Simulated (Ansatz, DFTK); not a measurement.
Given: the input of a run of Ansatz 0.2.0 on La. This isn't the form of La at room conditions, which is double hcp.

File input.yaml:

```yaml
crystal:
  lattice:
    - [3.75, 0.0, 0.0]
    - [-1.875, 3.2475952642, 0.0]
    - [0.0, 0.0, 6.07]
  atoms:
    - { symbol: La, position: [0.6666666667, 0.3333333333, 0.75] }
    - { symbol: La, position: [0.3333333333, 0.6666666667, 0.25] }
hamiltonian:
  xc: pbe
  pseudopotentials: { kind: paw }
kpoints:
  mp_grid: { grid: [8, 8, 5] }
scf:
  occupations: { method: fermi_dirac, width: 0.05 }
output:
  forces: true
  stress: true
  eigenvalues: true
  write_density: true
  write_potential: true
  elf: true
  volumetric_format: npy
```

Potentials or basis: Ansatz PAW.

Command:

```console
$ ansatz run input.yaml --threads 1 --pin off --max-ram 3584MiB --backend cpu --events-out ev --progress --plain --runs-dir out
```

Q: What does the same run look like in DFTK 0.8.2? Potentials or basis there: PseudoDojo SR PBE 0.4.1 standard (PBE), cutoff 1497 eV.

A: As run (cutoffs and basis follow the program's own potentials, and thresholds, step limits or extra output files can differ):

run.jl

```julia
using DFTK
using PseudoPotentialData
using Unitful, UnitfulAtomic
using LinearAlgebra, Printf
include("save.jl")
disable_threading()

# lattice vectors are the columns
lattice = austrip(1u"Å") * [          3.75         -1.875            0.0;
                      0.0   3.2475952642            0.0;
                      0.0            0.0           6.07]
symbols   = [:La, :La]
positions = [[0.6666666667, 0.3333333333, 0.75],
             [0.3333333333, 0.6666666667, 0.25]]
pseudopotentials = PseudoFamily("dojo.nc.sr.pbe.v0_4_1.standard.upf")
elements = Dict(s => ElementPsp(s, pseudopotentials) for s in unique(symbols))
atoms    = [elements[s] for s in symbols]

build_model(lattice, positions; symmetries=true) =
    model_DFT(lattice, atoms, positions;
              functionals=PBE(),
              temperature=austrip(0.05u"eV"),
              smearing=Smearing.FermiDirac(),
              symmetries)
Ecut  = 55.0  # hartree
kgrid = [8, 8, 5]
tol   = 1e-6
to_GPa = ustrip(uconvert(u"GPa", 1u"hartree/bohr^3"))

model = build_model(lattice, positions)
basis = PlaneWaveBasis(model; Ecut, kgrid)
display(basis)
scfres = self_consistent_field(basis;
                               tol,
                               nbandsalg=AdaptiveBands(model; n_bands_converge=16))
display(scfres.energies)
@printf "Fermi level: %.6f eV\n" ustrip(auconvert(u"eV", something(scfres.εF, NaN)))
forces = compute_forces_cart(scfres)
println("Forces (eV/Å)")
for (s, f) in zip(symbols, forces)
    @printf "%-3s %12.6f %12.6f %12.6f\n" s ustrip.(auconvert.(u"eV/Å", f))...
end
stress = compute_stresses_cart(scfres)
println("Stress (GPa)")
display(round.(stress * to_GPa; digits=4))
println("Levels at the first k-point (eV): ", round.(ustrip.(auconvert.(u"eV", scfres.eigenvalues[1][1:scfres.n_bands_converge])); digits=4))
save_scf!(scfres; forces, stress)
```

Potentials or basis: dojo.nc.sr.pbe.v0_4_1.standard.upf (PBE).

Launch:

```console
$ julia --threads=1 run.jl  # save.jl only writes the numbers to a file and isn't shown; printed stress counts tension as positive; times include loading and compiling
```

Both were run:

|  | Ansatz | DFTK |
| --- | --- | --- |
| Pressure | 0.7 GPa | 0.7 GPa |

Ansatz's pressure holds a Pulay term of +0.00 GPa for its cutoff of 420 eV, which the other run lacks.

Where Ansatz's input types no cutoff or centring, it takes its own default and a Γ-centred mesh.

Pressure is positive in compression.
